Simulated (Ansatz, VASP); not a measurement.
# BeS in VASP and in Ansatz

```xyz
2
Lattice="2.3499 2.3499 0.0000 -2.3499 2.3499 0.0000 0.0000 2.3499 2.3499" Properties=species:S:1:pos:R:3 pbc="T T T"
Be    0.0000    0.0000    0.0000
S     1.1750    3.5249    1.1750
```

Alike in both runs: functional LDA; k mesh 8 × 8 × 8; no spin polarisation.

Ansatz relaxed the structure, and its values are those at the end. VASP's run is a single point on that final structure, the one shown.

|  | VASP | Ansatz |
| --- | --- | --- |
| version | VASP 6.6.1 | Ansatz 0.2.0 |
| potentials or method | VASP PAW LDA potentials, release 64 (Be, S) | PAW with Ansatz's default frozen-core files, scalar-relativistic |
| plane-wave cutoff (eV) | 520 | 420 |
| occupations | gaussian, width 0.01 eV | fixed |
| valence electrons in the cell | 8 | 8 |

|  | VASP | Ansatz | Ansatz less VASP |
| --- | --- | --- | --- |
| gap on the k mesh at the Fermi level (eV) | 2.68 | 2.68 | -0.007 |
| pressure (GPa) | 7.0 | 7.0 | -0.04 |

A k mesh can miss the band edges.
